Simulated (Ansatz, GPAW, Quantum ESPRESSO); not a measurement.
## Ir: 4 runs at one level of theory

```xyz
1
Lattice="0.0000 1.9156 1.9156 1.9156 0.0000 1.9156 1.9156 1.9156 0.0000" Properties=species:S:1:pos:R:3 pbc="T T T"
Ir    0.0000    0.0000    0.0000
```

Alike in all runs: task band structure; functional LDA; k mesh 12 × 12 × 12; occupations fermi-dirac, width 0.05 eV; no spin polarisation; no spin-orbit coupling. LDA stands for any of its common fits. Pressure is positive in compression and, in plane waves, holds the error of the finite cutoff.

```tsv
program and potentials	plane-wave cutoff (eV)	notes	pressure (GPa)
GPAW, PAW data sets generated for this functional	600	15 valence electrons an atom on average	-8.83
Ansatz, all-electron LAPW, scalar-relativistic	-	-	-6.57
Quantum ESPRESSO, PseudoDojo 0.4.1 SR LDA standard	762	17 valence electrons an atom on average	?
GPAW, the program's PAW data sets (release 1.2.1) made for this functional	600	15 valence electrons an atom on average	-8.83
```

**Question.** Estimate from the other rows what the run with Quantum ESPRESSO, PseudoDojo 0.4.1 SR LDA standard gave.

**Answer.** Pressure -8.61 GPa. The other rows, which needn't bracket it: pressure -8.83 to -6.57.
